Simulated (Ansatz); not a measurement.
Input of an Ansatz 0.2.0 run:

input.yaml

```yaml
crystal:
  lattice:
    - [2.0, 1.1547005384, 8.44]
    - [-2.0, 1.1547005384, 8.44]
    - [0.0, -2.3094010768, 8.44]
  atoms:
    - { symbol: In, position: [0.8886, 0.8886, 0.8886] }
    - { symbol: In, position: [0.0, 0.0, 0.0] }
    - { symbol: Se, position: [0.1719, 0.1719, 0.1719] }
    - { symbol: Se, position: [0.3835, 0.3835, 0.3835] }
kpoints:
  mp_grid: { grid: [8, 8, 8] }
  band_path:
    path:
      - [0.0, 0.0, 0.0]
      - [0.5, 0.0, 0.0]
      - [0.5, 0.1791451724, -0.1791451724]
    npoints: 10
scf:
  occupations: { method: fermi_dirac, width: 0.05 }
hamiltonian:
  xc: pbesol
  pseudopotentials:
    kind: all_electron
    lapw: { basis_error: 0.002 }
    dirac_shells: { In: ["3p", "3d"], Se: ["3p"] }
output:
  forces: true
  stress: true
  eigenvalues: true
```

Potentials or basis: all-electron LAPW, inner shells corrected to Dirac's equation.

Command:

```sh
$ ansatz run input.yaml --threads 2 --pin off --max-ram 8192MiB --backend cpu --events-out ev --progress --plain --runs-dir out
```

Q: Estimate the band gap on the k mesh.

A: 0.35 eV, direct.

Q: What does it give for the band gap along the path?

A: 2.15 eV, indirect (least direct gap 2.66 eV).

Forces in eV/Å, atoms in the order of the input:
```
In   0.000  0.000  0.300
In   0.000  0.000 -0.282
Se   0.000  0.000 -0.089
Se   0.000  0.000  0.071
```

Caveat: spin-orbit coupling is left out, which moves the levels of the heavy elements.

**Measured values to compare with.**

From “The Interaction of Hydrogen with the van der Waals Crystal γ-InSe”, 2020, pmc:7321205, for a bulk crystal of InSe at 300 K: band gap 1.25 eV.

A measured gap of InSe is 1.25 eV (300 K; “The Interaction of Hydrogen with the van der Waals Crystal γ-InSe”, 2020, pmc:7321205); the calculated 0.35 eV misses it by -0.90 eV. Spin-orbit coupling on In, Se is left out. The value is that of PBEsol on a finite k mesh, which can miss the band edges, without temperature or zero-point motion. Semilocal functionals fall short of measured gaps as a rule.
